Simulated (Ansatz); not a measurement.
## NaCl under changes of volume

One of the cells (21.478 Å³/atom); the others are scaled copies at fixed shape and fractional positions:

```
Cl Na
1.0
     3.50219    0.00000    0.00000
     0.00000    3.50219    0.00000
     0.00000    0.00000    3.50219
Cl Na
1 1
Direct
  0.50000 0.50000 0.50000
  0.00000 0.00000 0.00000
```

Measurements of this composition are mostly on another form, of space group No. 225.

* Program: Ansatz 0.2.0
* Functional: PBEsol
* Potentials or basis: all-electron LAPW, scalar-relativistic
* Cutoff: 153 eV (chosen from the basis error)
* Basis error allowed: 0.0005 eV/atom
* k mesh: 8 × 8 × 8
* Occupations: fermi-dirac, width 0.05 eV
* Spin: no spin polarisation

```tsv
volume (Å³/atom)	energy over the lowest point (meV/atom)	pressure (GPa)	gap on the mesh (eV)
20.189	0.29	0.4	4.04
20.619	0.00	-0.2	3.97
21.048	?	?	?
21.478	3.90	-1.2	3.84
21.907	7.76	-1.6	3.78
22.337	12.70	-2.0	3.72
22.766	18.60	-2.4	3.67
```

Q: What does the run at 21.048 Å³/atom give?

A: Energy over the lowest point 1.26 meV/atom; pressure -0.7 GPa; gap on the mesh 3.90 eV.

Worked out: A Birch-Murnaghan fit of order 3 (a polynomial in V^(-2/3)) to the other rows has its minimum at 20.48 Å³/atom with B0 = V·E''(V) = 29 GPa and B' = 4.7. It gives 1.26 meV/atom at 21.048 Å³/atom, against the run's 1.26, and -dE/dV = -0.7 GPa, against -0.7. A straight line through the other rows of the gap, of slope -3.1 eV per unit of ln V, gives 3.91 eV, against the run's 3.90.

Energies are extrapolated to zero smearing.

A mesh can miss the band edges.
